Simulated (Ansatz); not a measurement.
Basis-set extrapolation for trifluoromethane (`FC(F)F`) (PBE0-D4/def2-TZVP geometry, frozen core, Ansatz 0.2.0). Multiplicity 1, RHF reference.

```json
{"": "HF", "def2-TZVPP": "-336.925845", "def2-QZVPP": "-336.940532"}
{"": "MP2 correlation", "def2-TZVPP": "-0.906643", "def2-QZVPP": "-0.990215"}
{"": "CCSD(T) correlation", "def2-TZVPP": "-0.940925", "def2-QZVPP": "-1.022179"}
```

Energies in hartree. Use E(X) = E(∞) + A·exp(−7.88·√X) for Hartree–Fock and E(X) = E(∞) + B·X^(−2.97) for correlation, with X = 3 and 4.

Problem. What is the CCSD(T) energy at the basis-set limit?

Solution. HF limit: -336.940532 + (-0.014687) × 0.13774 = -336.94255. Correlation limit: -1.022179 + (-0.081254) × 0.74074 = -1.08237. Total: -338.02492 hartree, 99.2 kcal/mol below CCSD(T)/def2-TZVPP.
